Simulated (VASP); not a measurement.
# TiC3 (Fm-3m) in VASP: notebook

One crystal, TiC3, is run at these levels: PBE; tasks: relaxation of cell and atoms.

Program: VASP 6.6.1. These are calculated values, not measurements. Logs are shortened: lines on timing, memory, paths and dates and some standing lists are left out, and cuts for length are marked.

## 1. The crystal as given

Symmetry: Fm-3m, No. 225, cubic system. Conventional cell: a = 5.678 Å, b = 5.678 Å, c = 5.678 Å, α = 90.00°, β = 90.00°, γ = 90.00°. Around Ti (site symmetry m-3m) lie 8 C at 2.46 Å. Around C (site symmetry m-3m) lie 8 C at 2.46 Å. C (site symmetry -43m) is surrounded by 4 Ti at 2.46 Å and 4 C at 2.46 Å.

The cell was built by a generator and needn't be a form met in nature.

## 2. Relaxation of cell and atoms, PBE

Contents of INCAR:

```
SYSTEM = TiC3
PREC = Normal
ENCUT = 520
EDIFF = 1E-4
ISMEAR = 0
SIGMA = 0.15
LREAL = .FALSE.
LASPH = .TRUE.
NELM = 60
ALGO = Fast
ISIF = 3
LWAVE = .FALSE.
LCHARG = .FALSE.
GGA = PE
IBRION = 2
NSW = 24
EDIFFG = -0.08
```

Contents of KPOINTS:

```
Automatic mesh
0
G
  6 6 6
  0 0 0
```

Contents of POSCAR:

```
TiC3
1.0
    0.0000000000      2.8390415900      2.8390415900
    2.8390415900      0.0000000000      2.8390415900
    2.8390415900      2.8390415900      0.0000000000
Ti C
1 3
Direct
    0.0000000000      0.0000000000      0.0000000000
    0.5000000000      0.5000000000      0.5000000000
    0.2500000000      0.2500000000      0.2500000000
    0.7500000000      0.7500000000      0.7500000000
```

Potentials or basis: VASP PAW PBE potentials, release 64 (Ti_sv, C).

Command:

```
$ cat potpaw_PBE.64/Ti_sv/POTCAR potpaw_PBE.64/C/POTCAR > POTCAR
$ mpirun -np 1 vasp_std > vasp.out
```

OUTCAR:

```text
SYSTEM = TiC3
   PREC = Normal
   ENCUT = 520
   EDIFF = 1E-4
   ISMEAR = 0
   LREAL = .FALSE.
   LASPH = .TRUE.
   NELM = 60
   ISIF = 3
   GGA = PE
   IBRION = 2
   NSW = 24
   EDIFFG = -0.08

 ion  position               nearest neighbor table
   1  0.000  0.000  0.000-   4 2.46   4 2.46   4 2.46   3 2.46   4 2.46   3 2.46   3 2.46   3 2.46

   2  0.500  0.500  0.500-
   3  0.250  0.250  0.250-   1 2.46   1 2.46   1 2.46   1 2.46
   4  0.750  0.750  0.750-   1 2.46   1 2.46   1 2.46   1 2.46

  LATTYP: Found a face centered cubic cell.
 ALAT       =     5.6780831800

  Lattice vectors:

 A1 = (   0.0000000000,   2.8390415900,   2.8390415900)
 A2 = (   2.8390415900,   0.0000000000,   2.8390415900)
 A3 = (   2.8390415900,   2.8390415900,   0.0000000000)

Analysis of symmetry for initial positions (statically):
=====================================================================
 Subroutine PRICEL returns:
 Original cell was already a primitive cell.

 Routine SETGRP: Setting up the symmetry group for a
 face centered cubic supercell.

 Subroutine GETGRP returns: Found 48 space group operations
 (whereof 48 operations were pure point group operations)
 out of a pool of 48 trial point group operations.

The static configuration has the point symmetry O_h .

Analysis of symmetry for dynamics (positions and initial velocities):
=====================================================================
 Subroutine PRICEL returns:
 Original cell was already a primitive cell.

 Routine SETGRP: Setting up the symmetry group for a
 face centered cubic supercell.

 Subroutine GETGRP returns: Found 48 space group operations
 (whereof 48 operations were pure point group operations)
 out of a pool of 48 trial point group operations.

The dynamic configuration has the point symmetry O_h .

 Subroutine INISYM returns: Found 48 space group operations
 (whereof 48 operations are pure point group operations),
 and found     1 'primitive' translations

----------------------------------------------------------------------------------------

                                     Primitive cell

  volume of cell :      45.7662

  direct lattice vectors                    reciprocal lattice vectors
     0.000000000  2.839041590  2.839041590    -0.176115772  0.176115772  0.176115772
     2.839041590  0.000000000  2.839041590     0.176115772 -0.176115772  0.176115772
     2.839041590  2.839041590  0.000000000     0.176115772  0.176115772 -0.176115772

  length of vectors
     4.015011121  4.015011121  4.015011121     0.305041464  0.305041464  0.305041464

  position of ions in fractional coordinates (direct lattice)
     0.000000000  0.000000000  0.000000000
     0.500000000  0.500000000  0.500000000
     0.250000000  0.250000000  0.250000000
     0.750000000  0.750000000  0.750000000

  ion indices of the primitive-cell ions
   primitive index   ion index
                 1           1
                 2           2
                 3           3
                 4           4

----------------------------------------------------------------------------------------

 KPOINTS: Automatic mesh

Automatic generation of k-mesh.
 Grid dimensions read from file:
 generate k-points for:    6    6    6

 Generating k-lattice:

  Cartesian coordinates                     Fractional coordinates (reciprocal lattice)
    -0.029352629  0.029352629  0.029352629     0.166666667  0.000000000  0.000000000
     0.029352629 -0.029352629  0.029352629     0.000000000  0.166666667  0.000000000
     0.029352629  0.029352629 -0.029352629     0.000000000  0.000000000  0.166666667

  Length of vectors
     0.050840244  0.050840244  0.050840244

  Shift w.r.t. Gamma in fractional coordinates (k-lattice)
     0.000000000  0.000000000  0.000000000

 Subroutine IBZKPT returns following result:
 ===========================================

 Found     16 irreducible k-points:

 Following reciprocal coordinates:
            Coordinates               Weight
  0.000000  0.000000  0.000000      1.000000
  0.166667  0.000000  0.000000      8.000000
  0.333333  0.000000  0.000000      8.000000
  0.500000  0.000000  0.000000      4.000000
  0.166667  0.166667  0.000000      6.000000
  0.333333  0.166667  0.000000     24.000000
[... 8 lines left out ...]
 -0.333333  0.333333  0.166667     24.000000
 -0.333333  0.500000  0.166667     12.000000
   k-points           NKPTS =     16   k-points in BZ     NKDIM =     16   number of bands    NBANDS=     16
   number of dos      NEDOS =    301   number of ions     NIONS =      4
   total plane-waves  NPLWV =  13824
   dimension x,y,z NGX =    24 NGY =   24 NGZ =   24
   dimension x,y,z NGXF=    48 NGYF=   48 NGZF=   48
   ions per type =               1   3
   NGX,Y,Z   is equivalent  to a cutoff of   9.94,  9.94,  9.94 a.u.
   NGXF,Y,Z  is equivalent  to a cutoff of  19.87, 19.87, 19.87 a.u.
 SYSTEM =  TiC3
   PREC   = normal    normal or accurate (medium, high low for compatibility)
   ISTART =      0    job   : 0-new  1-cont  2-samecut
   ICHARG =      2    charge: 1-file 2-atom 10-const
   ISPIN  =      1    spin polarized calculation?
   LNONCOLLINEAR =      F non collinear calculations
   LSORBIT =      F    spin-orbit coupling
   LASPH  =      T    aspherical Exc in radial PAW
   ENCUT  =  520.0 eV  38.22 Ry    6.18 a.u.   7.47  7.47  7.47*2*pi/ulx,y,z
   NELM   =     60;   NELMIN=  2; NELMDL= -5     # of ELM steps
   EDIFF  = 0.1E-03   stopping-criterion for ELM
   LREAL  =      F    real-space projection
   EDIFFG = -.8E-01   stopping-criterion for IOM
   NSW    =     24    number of steps for IOM
   IBRION =      2    ionic relax: 0-MD 1-quasi-New 2-CG
   NFREE  =      1    steps in history (QN), initial steepest desc. (CG)
   ISIF   =      3    stress and relaxation
   ISYM   =      2    0-nonsym 1-usesym 2-fastsym
   POTIM  = 0.5000    time-step for ionic-motion
   TEBEG  =    0.0;   TEEND  =   0.0 temperature during run
   PSTRESS=    0.0 pullay stress
   NELECT =      24.0000    total number of electrons
   NUPDOWN=      -1.0000    fix difference up-down
   EMIN   =  10.00;   EMAX   =-10.00  energy-range for DOS
   EFERMI =   0.00;   METHOD = LEGACY
   ISMEAR =     0;   SIGMA  =   0.15  broadening in eV -4-tet -1-fermi 0-gaus
   EFERMI_NEDOS =   21; number of points for ismear=-14 and -15
   IALGO  =     68    algorithm
   IMIX   =      4    mixing-type and parameters
     AMIX     =   0.40;   BMIX     =  1.00
     AMIX_MAG =   1.60;   BMIX_MAG =  1.00
  volume/ion in A,a.u.               =      11.44        77.21
  Fermi-wavevector in a.u.,A,eV,Ry     =   1.320171  2.494761 23.712931  1.742851
  Thomas-Fermi vector in A             =   2.450016
   LORBIT       =      0    0 simple, 1 ext, 2 COOP (PROOUT), +10 PAW based schemes
   GGA     = PE    functional components
   LHFCALC =     F    Hartree Fock is set to
   AEXX    =    0.0000 exact exchange contribution
   IVDW    =     0    specifies the selected vdW correction
   LEPSILON=     F    determine dielectric tensor
   LRPA    =     F    only Hartree local field effects (RPA)
 conjugate gradient relaxation of ions
 non-spin polarized calculation
 RMM-DIIS sequential band-by-band and
 Gauss-broadening in eV      SIGMA  =   0.15
  energy-cutoff  :      520.00
  volume of cell :       45.77
 maximum number of plane-waves:      1258
   NGX = 15   NGY = 15   NGZ = 15

--------------------------------------- Ionic step        1  -------------------------------------------

 number of electron      24.0000016 magnetization

 Free energy of the ion-electron system (eV)
  ---------------------------------------------------
  ext. energy  EPLUGINS =         0.00000000
  ---------------------------------------------------
  free energy    TOTEN  =       -24.97843562 eV

  energy without entropy =      -24.95576959  energy(sigma->0) =      -24.96710261

------------------------ aborting loop because EDIFF is reached ----------------------------------------

  FORCE on cell =-STRESS in cart. coord.  units (eV):
  Direction    XX          YY          ZZ          XY          YZ          ZX
  --------------------------------------------------------------------------------------
  -------------------------------------------------------------------------------------
  Total       -8.2327922     -8.2327922     -8.2327922      0.0000000      0.0000000      0.0000000
  in kB     -288.2122779   -288.2122779   -288.2122779      0.0000000      0.0000000      0.0000000
  external PRESSURE =    -288.2122779 kB  Pullay stress =       0.0000000 kB

 VOLUME and BASIS-vectors are now :
 -----------------------------------------------------------------------------
  energy-cutoff  :      520.00
  volume of cell :       45.77
      direct lattice vectors                 reciprocal lattice vectors
     0.000000000  2.839041590  2.839041590    -0.176115772  0.176115772  0.176115772
     2.839041590  0.000000000  2.839041590     0.176115772 -0.176115772  0.176115772
     2.839041590  2.839041590  0.000000000     0.176115772  0.176115772 -0.176115772
[... 39 lines left out ...]
 POSITION                                       TOTAL-FORCE (eV/Angst)
 -----------------------------------------------------------------------------------
      2.55714      2.55714      0.00000        -0.000000     -0.000000      0.000000
      2.55714      2.55714      2.55714        -0.000000     -0.000000      0.000000
      1.27857      1.27857      1.27857        -0.000000     -0.000000     -0.000000
      3.83572      3.83572      3.83572         0.000000      0.000000      0.000000
 -----------------------------------------------------------------------------------
    total drift:                               -0.000000      0.000000      0.000000

  FREE ENERGIE OF THE ION-ELECTRON SYSTEM (eV)
  ---------------------------------------------------
  free  energy   TOTEN  =       -26.0327239764 eV

  energy  without entropy=      -26.0194442476  energy(sigma->0) =      -26.02608411

--------------------------------------- Ionic step        3  -------------------------------------------

 number of electron      23.9999996 magnetization

 Free energy of the ion-electron system (eV)
  ---------------------------------------------------
  ext. energy  EPLUGINS =         0.00000000
  ---------------------------------------------------
  free energy    TOTEN  =       -26.11226666 eV

  energy without entropy =      -26.09864557  energy(sigma->0) =      -26.10545611

 E-fermi :   8.6555     XC(G=0): -12.6494

 val. band max:        8.5558354620   @ k =  -0.1667   0.1667   0.0000
 cond. band min:       8.7365823577   @ k =   0.3333   0.1667   0.0000
 fundamental gap:      0.1807468957
 Fermi energy:         8.6554943352

 k-point     1 :       0.0000    0.0000    0.0000
  band No.  band energies     occupation
      1     -48.2847      2.00000
      2     -24.5326      2.00000
      3     -24.5326      2.00000
      4     -24.5326      2.00000
      5      -6.9376      2.00000
      6       2.3558      2.00000
[... 8 lines left out ...]
     15      12.0037      0.00000
     16      12.0062      0.00000
[... 305 lines left out ...]
 POSITION                                       TOTAL-FORCE (eV/Angst)
 -----------------------------------------------------------------------------------
      0.00000      0.00000      0.00000        -0.000000      0.000000     -0.000000
      2.60556      2.60556      2.60556        -0.000000      0.000000     -0.000000
      1.30278      1.30278      1.30278         0.000000     -0.000000      0.000000
      3.90834      3.90834      3.90834        -0.000000      0.000000     -0.000000
 -----------------------------------------------------------------------------------
    total drift:                               -0.000000      0.000000      0.000000

  FREE ENERGIE OF THE ION-ELECTRON SYSTEM (eV)
  ---------------------------------------------------
  free  energy   TOTEN  =       -26.1122666597 eV

  energy  without entropy=      -26.0986455682  energy(sigma->0) =      -26.10545611

 reached required accuracy - stopping structural energy minimisation
```

Run time: 26 s. Hardware: 1 thread of Intel Xeon Platinum 8559C (Emerald Rapids), shared host; peak memory 0.14 GiB.

What came out:

```yaml
Free_energy: -26.1123 eV
Relaxed_volume: 8.84 Å³/atom
Relaxed_cell: a = 3.685 Å, b = 3.685 Å, c = 3.685 Å, α = 60.00°, β = 60.00°, γ = 60.00°
Space_group_after_relaxing_to_0.05_Å: Fm-3m (No. 225)
Energy_gained_by_relaxing: 283.5 meV/atom
Ionic_steps: 3
Pressure_after_relaxing: 1.0 GPa
Band_gap_on_the_k_mesh: none (metal or under the smearing width)
```

The path:
```
step  energy change (eV)  largest force (eV/Å)  pressure (GPa)  volume (Å³)
   1              0.0000                0.0000          -28.82        45.77
   2             -1.0543                0.0000           10.99        33.44
   3             -1.1338                0.0000            1.02        35.38
```

Final structure:
```xyz
4
Lattice="0.0000 2.6056 2.6056 2.6056 0.0000 2.6056 2.6056 2.6056 0.0000" Properties=species:S:1:pos:R:3 pbc="T T T"
Ti    0.0000    0.0000    0.0000
C     2.6056    2.6056    2.6056
C     1.3028    1.3028    1.3028
C     3.9083    3.9083    3.9083
```

Caveat: the volume moved by over 15 % at a fixed basis, so the end points are rough; the relaxation stopped at a loose force limit of 0.08 eV/Å, so its end isn't a converged minimum.

## 3. Relaxation of cell and atoms, PBE

This run uses another cell than the first one, of 12.53 Å³/atom, 1.095 times its volume.

INCAR is that of step 2.

KPOINTS is that of step 2.

Contents of POSCAR:

```
TiC3
1.0
    3.6867459900      0.0000000000      0.0000000000
    0.0000000000      3.6867459900      0.0000000000
    0.0000000000      0.0000000000      3.6867459900
Ti C
1 3
Direct
    0.0000000000      0.0000000000      0.0000000000
    0.5000000000      0.5000000000      0.0000000000
    0.5000000000      0.0000000000      0.5000000000
    0.0000000000      0.5000000000      0.5000000000
```

Potentials or basis: VASP PAW PBE potentials, release 64 (Ti_sv, C).

Command:

```
$ cat potpaw_PBE.64/Ti_sv/POTCAR potpaw_PBE.64/C/POTCAR > POTCAR
$ mpirun -np 1 vasp_std > vasp.out
```

It took 25 s on 1 thread of Intel Xeon Platinum 8559C (Emerald Rapids), shared host; peak memory 0.15 GiB.

It converged, with:

```yaml
Free_energy: -27.9943 eV
Relaxed_volume: 8.17 Å³/atom
Relaxed_cell: a = 3.197 Å, b = 3.197 Å, c = 3.197 Å, α = 90.00°, β = 90.00°, γ = 90.00°
Space_group_after_relaxing_to_0.05_Å: Pm-3m (No. 221)
Energy_gained_by_relaxing: 754.2 meV/atom
Ionic_steps: 3
Pressure_after_relaxing: 1.2 GPa
Band_gap_on_the_k_mesh: none (metal or under the smearing width)
```

The path:
```csv
step,energy change (eV),largest force (eV/Å),pressure (GPa),volume (Å³)
1,0.0000,0.0000,-37.58,50.11
2,-2.9908,0.0000,7.66,31.68
3,-3.0166,0.0000,1.24,32.68
```

Final structure:
```
Ti C
1.0
     3.19710    0.00000    0.00000
     0.00000    3.19710    0.00000
     0.00000    0.00000    3.19710
Ti C
1 3
Cartesian
  0.0000 0.0000 0.0000
  1.5985 1.5985 0.0000
  1.5985 0.0000 1.5985
  0.0000 1.5985 1.5985
```

Levels at points of the mesh, in eV from the Fermi level:
```csv
k point,band 8,band 9,band 10,band 11,band 12,band 13,band 14,band 15,band 16
"(0.00, 0.00, 0.00)",-5.18,-5.18,-5.18,1.00,1.00,1.00,4.90,4.93,19.56
"(0.50, 0.00, 0.00)",-5.34,-5.34,-4.49,-1.19,-1.19,0.07,0.93,1.02,2.29
"(0.50, 0.50, 0.00)",-7.87,-3.71,-3.71,-1.42,-0.79,0.30,0.30,1.04,2.35
"(0.50, 0.50, 0.50)",-8.26,-5.99,-5.99,-5.99,1.99,2.02,3.39,3.59,4.86
```

Caveat: the volume moved by over 15 % at a fixed basis, so the end points are rough; the relaxation stopped at a loose force limit of 0.08 eV/Å, so its end isn't a converged minimum.

## 4. Relaxation of cell and atoms, PBE

This run uses another cell than the first one, of 15.87 Å³/atom, 1.387 times its volume.

INCAR is that of step 3.

Contents of KPOINTS:

```
Automatic mesh
0
G
  5 5 5
  0 0 0
```

Contents of POSCAR:

```
TiC3
1.0
    2.9244499400      1.6884319600      2.1420904400
   -2.9244499400      1.6884319600      2.1420904400
    0.0000000000     -3.3768639200      2.1420904400
Ti C
1 3
Direct
    0.0000000000      0.0000000000      0.0000000000
    0.5000000000      0.0000000000      0.5000000000
    0.5000000000      0.5000000000      0.0000000000
    0.0000000000      0.5000000000      0.5000000000
```

Command:

```
$ cat potpaw_PBE.64/Ti_sv/POTCAR potpaw_PBE.64/C/POTCAR > POTCAR
$ mpirun -np 1 vasp_std > vasp.out
```

It took 1.9 min on 1 thread of Intel Xeon Platinum 8559C (Emerald Rapids), shared host; peak memory 0.15 GiB.

Results (log left out):

| Property | Result |
| --- | --- |
| Free energy | -27.9926 eV |
| Relaxed volume | 8.22 Å³/atom |
| Relaxed cell | a = 3.206 Å, b = 3.206 Å, c = 3.206 Å, α = 91.74°, β = 91.74°, γ = 91.74° |
| Space group after relaxing (to 0.05 Å) | R-3m (No. 166) |
| Energy gained by relaxing | 1513.7 meV/atom |
| Ionic steps | 20 |
| Pressure after relaxing | 0.9 GPa |
| Band gap on the k mesh | none (metal or under the smearing width) |

Stress tensor (GPa, compression positive):
```
1.15 0.00 0.00
0.00 1.15 0.00
0.00 0.00 0.25
```

Step by step:
```
step  energy change (eV)  largest force (eV/Å)  pressure (GPa)  volume (Å³)
   1              0.0000                0.0000          -34.92        63.46
   2             -5.8140                0.0000          -13.36        36.68
   3             -5.9526                0.0000           -6.74        34.54
   4             -5.7226                0.0000           24.74        30.52
   5             -5.9652                0.0000            0.69        33.59
   6             -5.9688                0.0000           -0.49        33.77
   7             -5.9725                0.0000           -3.97        34.30
   8             -5.9717                0.0000           -6.17        34.50
   9             -5.9721                0.0000           -6.29        34.51
  10             -5.9732                0.0000           -6.58        34.53
  11             -5.9752                0.0000           -7.48        34.58
  12             -5.9790                0.0000           -8.44        34.69
  13             -5.9804                0.0000          -10.20        34.88
  14             -5.9884                0.0000          -10.47        34.80
  15             -6.0040                0.0000           -9.44        34.55
  16             -6.0064                0.0000           -8.97        34.42
  17             -6.0204                0.0000           -7.42        34.17
  18             -6.0484                0.0000           -3.83        33.42
  19             -6.0333                0.0000            7.76        31.95
  20             -6.0546                0.0000            0.85        32.90
```

Final structure:
```xyz
4
Lattice="2.3011 1.3285 1.7936 -2.3011 1.3285 1.7936 0.0000 -2.6570 1.7936" Properties=species:S:1:pos:R:3 pbc="T T T"
Ti    0.0000    0.0000    0.0000
C     1.1505   -0.6643    1.7936
C     0.0000    1.3285    1.7936
C    -1.1505   -0.6643    1.7936
```

Levels at points of the mesh, in eV from the Fermi level:
```csv
k point,band 9,band 10,band 11,band 12,band 13,band 14,band 15,band 16
"(0.00, 0.00, 0.00)",-5.25,-4.75,0.57,0.74,0.74,0.82,1.28,1.28
```

Caveat: the volume moved by over 15 % at a fixed basis, so the end points are rough; the relaxation stopped at a loose force limit of 0.08 eV/Å, so its end isn't a converged minimum.

[end of part 1 of 2]
